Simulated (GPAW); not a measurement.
# GaN (P6_3mc) in GPAW: notebook

One crystal, GaN, is run at these levels: LDA; tasks: band structure, G0W0 quasiparticle levels.

All numbers are computed with GPAW 26.7.0; they aren't measurements. Logs are shortened: lines on timing, memory, paths and dates and some standing lists are left out, and cuts for length are marked. The log counts tension as positive stress, the text compression.

**Measured values to compare with.**

“Studying electronic properties in GaN without electrical contacts using γ-γ vs e−-γ Perturbed Angular Correlations”, 2019, pmc:6823545 quotes, for a bulk crystal of GaN: band gap 3.503 ± 0.005 eV (direct).

The runs below are set against these values where they give the same quantity.

### 1 The crystal as given

Symmetry: P6_3mc, No. 186, hexagonal system. Conventional cell: a = 3.180 Å, b = 3.180 Å, c = 5.166 Å, α = 90.00°, β = 90.00°, γ = 120.00°. Ga (site symmetry 3m) has 4 N at 1.94 to 1.95 Å as nearest neighbours. Around N (site symmetry 3m) lie 4 Ga at 1.94 to 1.95 Å.

### 2 Band structure, LDA

File run.py:

```python
from ase.dft.bandgap import bandgap
from ase.io import read, write
from ase.units import Bohr, GPa
from gpaw import GPAW, PW
from gpaw.elf import elf_from_dft_calculation

atoms = read('GaN.xyz')

calc = GPAW(mode=PW(800),
            xc='LDA',
            kpts={'size': (10, 10, 5), 'gamma': True},
            occupations={'name': 'fermi-dirac', 'width': 0.05},
            nbands=18,
            convergence={'density': 1e-05, 'energy': 1e-05},
            maxiter=150,
            txt='gpaw.txt')
atoms.calc = calc
energy = atoms.get_potential_energy()
forces = atoms.get_forces()
stress = atoms.get_stress()
calc.write('gs.gpw')
write('result.traj', atoms)
print(f'Energy: {energy:.6f} eV')
print('Forces (eV/A):')
print(forces.round(4))
print('Stress (GPa):', (stress / GPa).round(3))
print('Fermi level:', round(calc.get_fermi_level(), 4), 'eV')
print(f'Gap: {bandgap(calc)[0]:.4f} eV, direct: {bandgap(calc, direct=True)[0]:.4f} eV')

# fields on the real-space grid
write('density.cube', atoms, data=calc.get_pseudo_density() * Bohr**3)
write('potential.cube', atoms, data=calc.get_electrostatic_potential())
write('elf.cube', atoms, data=elf_from_dft_calculation(calc).data)

path = atoms.cell.bandpath('GMKGALHA,LM,KH', npoints=80, eps=1e-4)
bs_calc = calc.fixed_density(kpts=path, symmetry='off', nbands=29,
                             convergence={'bands': 'CBM+6.0', 'eigenstates': 1e-6}, txt='bands.txt')
bs = bs_calc.band_structure()
bs.write('bs.json')
print(f'Gap on the path: {bandgap(bs_calc)[0]:.4f} eV')
```

File GaN.xyz:

```xyz
4
Lattice="3.1800000000 0.0000000000 0.0000000000 -1.5900000000 2.7539607840 0.0000000000 0.0000000000 0.0000000000 5.1660000000" Properties=species:S:1:pos:R:3 pbc="T T T"
Ga     1.5900000002      0.9179869279      2.5830000000
Ga    -0.0000000002      1.8359738561      0.0000000000
N      1.5900000002      0.9179869279      4.5202500000
N     -0.0000000002      1.8359738561      1.9372500000
```

Potentials or basis: the program's PAW data sets (release 1.2.1) made for this functional, pw.

On the command line:

```
$ OMP_NUM_THREADS=1 python run.py
```

gpaw.txt:

```text
__  _  _
 | _ |_)|_||  |
 |__||  | ||/\| - 26.7.0

Input parameters:
  mode=PW(ecut=800.0),
  convergence={'density': 1e-05, 'energy': 1e-05},
  kpts=MonkhorstPack(size=(10, 10, 5), gamma=True),
  maxiter=150,
  nbands=18,
  occupations=Occupations(name='fermi-dirac', width=0.05),
  xc=XC(name='LDA')

Diagonalizing LCAO Hamiltonian
Converting LCAO to pw mode

           N

           Ga
        N

        Ga

Atoms  # Å, Bohr magnetons
|   | symbol |         x |        y |        z |    initial magnetic moments |
|---|--------|-----------|----------|----------|-----------------------------|
| 0 |     Ga |  1.590000 | 0.917987 | 2.583000 | ( 0.0000,  0.0000,  0.0000) |
| 1 |     Ga | -0.000000 | 1.835974 | 0.000000 | ( 0.0000,  0.0000,  0.0000) |
| 2 |      N |  1.590000 | 0.917987 | 4.520250 | ( 0.0000,  0.0000,  0.0000) |
| 3 |      N | -0.000000 | 1.835974 | 1.937250 | ( 0.0000,  0.0000,  0.0000) |

Unit cell  # Å
| periodic |         x |        y |        z |  lengths |     angles |
|----------|-----------|----------|----------|----------|------------|
|      yes |  3.180000 | 0.000000 | 0.000000 | 3.180000 |  90.000000 |
|      yes | -1.590000 | 2.753961 | 0.000000 | 3.180000 |  90.000000 |
|      yes |  0.000000 | 0.000000 | 5.166000 | 5.166000 | 120.000000 |

Number of symmetries: 6
Symmetry operations  # r_c * U_cc + t_c -> r_c
|   | kind |            matrix            |
|---|------|------------------------------|
| 0 |  σ   |  1, 1, 0,  0,-1, 0,  0, 0, 1 |
| 1 |  E   |  1, 0, 0,  0, 1, 0,  0, 0, 1 |
| 2 |  C3  |  0, 1, 0, -1,-1, 0,  0, 0, 1 |
| 3 |  σ   |  0,-1, 0, -1, 0, 0,  0, 0, 1 |
| 4 |  σ   | -1, 0, 0,  1, 1, 0,  0, 0, 1 |
| 5 |  C3  | -1,-1, 0,  1, 0, 0,  0, 0, 1 |

BZ-sampling:
  Number of BZ points: 500
  Number of IBZ points: 58

  Monkhorst-Pack size: [10, 10, 5]
  Monkhorst-Pack shift: [0.05, 0.05, 0.0]

K-points  # in reciprocal-cell coordinates
|     |                                coordinates |     weight |
|-----|--------------------------------------------|------------|
|   0 | (  0.00000000,   0.00000000,   0.00000000) | 0.00200000 |
|   1 | (  0.00000000,   0.00000000,   0.20000000) | 0.00400000 |
|   2 | (  0.00000000,   0.00000000,   0.40000000) | 0.00400000 |
|   3 | (  0.10000000,   0.00000000,  -0.40000000) | 0.01200000 |
|   4 | (  0.10000000,   0.00000000,  -0.20000000) | 0.01200000 |
|   5 | (  0.10000000,   0.00000000,   0.00000000) | 0.01200000 |
|   6 | (  0.10000000,   0.00000000,   0.20000000) | 0.01200000 |
|   7 | (  0.10000000,   0.00000000,   0.40000000) | 0.01200000 |
|   8 | (  0.20000000,  -0.10000000,   0.00000000) | 0.01200000 |
|   9 | (  0.20000000,  -0.10000000,   0.20000000) | 0.02400000 |
| ... |                                            |            |
|  57 | (  0.50000000,   0.50000000,   0.40000000) | 0.01200000 |

Plane wave coefficients: 2352
Cutoff: 800.0 eV

Spin-components: 1 (collinear spins)
Bands:           18
Projectors:      20
Spin-degeneracy: 2
Datatype:        complex128

Parallelization:
  kpt:    1
  domain: 1
  band:   1

Density:
  Valence electrons: 16.0
  Components: 1
  Grid points: [21 21 35]
  Charge: 0.0  # |e|

Potential:
  Grid points: [21 21 35]

species:
  Ga:
    name:    Gallium
    Z:       31.0
    valence: 3
    core:    28
    charge:  0.0  # [|e|]
    compensation charges:
      type: gauss
      rc: 0.37  # [Å]
      lmax: 2
    cutoffs:
      filter: 2.06  # [Å]
      core: 4.17  # [Å]
    projectors
    | kind |    occ | energy [eV] | rcut [Å] |
    |------|--------|-------------|----------|
    |   4s |  2.000 |      -9.167 |    1.164 |
    |   4p |  1.000 |      -2.734 |    1.164 |
    |    s |        |      18.045 |    1.164 |
    |    p |        |      24.478 |    1.164 |
    |    d |        |       0.000 |    1.164 |

    Using partial waves for Ga as LCAO basis

  N:
    name:    Nitrogen
    Z:       7.0
    valence: 5
    core:    2
    charge:  0.0  # [|e|]
    compensation charges:
      type: gauss
      rc: 0.18  # [Å]
      lmax: 2
    cutoffs:
      filter: 1.11  # [Å]
      core: 0.96  # [Å]
    projectors
    | kind |    occ | energy [eV] | rcut [Å] |
    |------|--------|-------------|----------|
    |   2s |  2.000 |     -18.420 |    0.603 |
    |   2p |  3.000 |      -7.237 |    0.529 |
    |    s |        |       8.791 |    0.603 |
    |    p |        |      19.974 |    0.529 |
    |    d |        |       0.000 |    0.577 |

    Using partial waves for N as LCAO basis

Reference energy: -108557.861093  # eV

eigensolver:
  PPCG
  Converge bands: occupied
  niter=2

density mixing:
  MSR1-Mixer
  Pratt-step length: 0.05
  Maximum mixing coefficient: 0.75
  Old densities: 10
  SVD Regularization: 0.005
  Good broyden scale: 1.0
  Trust region scale: 1.0
  Backstep threshold: 4.0
  History deletion threshold: 6.0
  Fourier metric: weight=20.0, sigma=0.015

occupation numbers:
  Fermi-Dirac:
    width: 0.0500  # eV

poisson solver:
  ecut: 6400.0  # eV

xc functional:
  name: None

convergence criteria:
- Maximum integral of absolute [dens]ity change: 1e-05 electrons / valence electron
- Maximum [total energy] change in last 3 cyles: 1e-05 eV / valence electron
- Maximum integral of absolute [eigenst]ate change: 4e-08 eV^2 / valence electron
maximum number of iterations: 150

SCF iterations
|iter     | |      energy | eigst |  dens |
|---------|-|-------------|-------|-------|
|iter:   1| |  -31.393179 | -0.16 |       |
|iter:   2| |  -30.433627 | -1.86 | -0.57 |
|iter:   3| |  -27.815258 | -0.57 | -0.63 |
|iter:   4| |  -27.788119 | -2.89 | -1.30 |
|iter:   5| |  -27.778924 | -3.40 | -1.58 |
|iter:   6| |  -27.778900 | -5.56 | -2.85 |
|iter:   7| |  -27.778904c| -6.33 | -3.24 |
|iter:   8| |  -27.778904c| -7.35 | -4.15 |
|iter:   9| |  -27.778904c| -7.54c| -4.47 |
|iter:  10| |  -27.778904c| -8.24c| -5.13c|

Converged in 10 steps
Energy contributions relative to reference atoms: (reference = -108557.861093)

Energy contributions:
  Kinetic:          70.445802
  Coulomb:         -62.216886
  Zero:              0.301799
  External:          0.000000
  Xc:              -36.309619
  Entropy:          -0.000000
  Spinorbit:         0.000000
  ----------------------------
  Free energy:     -27.778904
  Extrapolated:    -27.778904

dipole moment: (-0.000024, -0.000040, -11.645423)  # |e|*Ang

Fermi level: 7.116
Eigenvalues  # (at kpt = [0.000, 0.000, 0.000])
| band index |      eig [eV] | occ [0-2] |
|------------|---------------|-----------|
|          0 |        -9.683 |     2.000 |
|          1 |        -7.212 |     2.000 |
|          2 |        -0.987 |     2.000 |
|          3 |         5.121 |     2.000 |
|          4 |         5.121 |     2.000 |
|          5 |         6.127 |     2.000 |
|          6 |         6.188 |     2.000 |
|          7 |         6.188 |     2.000 |
|          8 |         8.306 |     0.000 |
|          9 |        10.513 |     0.000 |
|         10 |        15.416 |     0.000 |
|         11 |        16.019 |     0.000 |
|         12 |        16.019 |     0.000 |
|         13 |        16.951 |     0.000 |
|         14 |        17.883 |     0.000 |
|         15 |        17.883 |     0.000 |
|        ... |               |           |
|         17 |        21.434 |     0.000 |

Gap: 2.118 eV
Transition (v -> c):
  (s=0, k=0, n=7, [0.00, 0.00, 0.00]) -> (s=0, k=0, n=8, [0.00, 0.00, 0.00])
No difference between direct/indirect transitions

Forces  # eV/Ang
|       x |        y |        z |
|---------|----------|----------|
| 0.00000 |  0.00000 | -0.16915 |  # Ga   0
| 0.00000 | -0.00000 | -0.16916 |  # Ga   1
| 0.00000 |  0.00000 |  0.16906 |  # N    2
| 0.00000 |  0.00000 |  0.16921 |  # N    3

Stress tensor  # eV/Ang^3
|         x |         y |         z |
|-----------|-----------|-----------|
| -0.016075 | -0.000000 | -0.000000 |
| -0.000000 | -0.016075 | -0.000000 |
| -0.000000 | -0.000000 | -0.030017 |

# Writing to gs.gpw (mode='')
```

Wall time 69 s (1 thread of Arm Neoverse V2, shared host); peak memory 0.37 GiB.

What came out:

| Quantity | Value |
| --- | --- |
| Free energy | -27.7789 eV |
| Pressure | 3.3 GPa |
| Largest force | 0.169 eV/Å |
| Band gap on the k mesh | 2.12 eV, direct |
| Band gap along the path | 2.12 eV, direct |

Forces in eV/Å, atoms in the order of the input:
```
Ga   0.000  0.000 -0.169
Ga   0.000  0.000 -0.169
N    0.000  0.000  0.169
N    0.000  0.000  0.169
```

Stress tensor (GPa, compression positive):
```
2.58 0.00 0.00
0.00 2.58 0.00
0.00 0.00 4.81
```

Levels at the corners of the path, in eV from the valence-band top:
```csv
point,band 4,band 5,band 6,band 7,band 8,band 9,band 10,band 11,band 12
Γ,-1.07,-1.07,-0.06,0.00,0.00,2.12,4.33,9.23,9.83
M,-5.35,-4.30,-2.76,-2.32,-0.99,5.00,5.65,6.05,8.67
K,-5.37,-5.37,-3.09,-3.09,-2.78,5.04,7.90,7.90,8.38
Γ,-1.07,-1.07,-0.06,0.00,0.00,2.12,4.33,9.23,9.83
A,-3.98,-0.55,-0.55,-0.55,-0.55,4.37,4.37,8.50,8.50
L,-6.74,-1.96,-1.96,-1.94,-1.94,4.40,4.40,7.80,7.80
H,-6.26,-4.30,-4.30,-1.49,-1.49,6.49,6.49,7.29,7.29
A,-3.98,-0.55,-0.55,-0.55,-0.55,4.37,4.37,8.50,8.50
L,-6.74,-1.96,-1.96,-1.94,-1.94,4.40,4.40,7.80,7.80
M,-5.35,-4.30,-2.76,-2.32,-0.99,5.00,5.65,6.05,8.67
K,-5.37,-5.37,-3.09,-3.09,-2.78,5.04,7.90,7.90,8.38
H,-6.26,-4.30,-4.30,-1.49,-1.49,6.49,6.49,7.29,7.29
```

(Continued in part 2 of 2.)
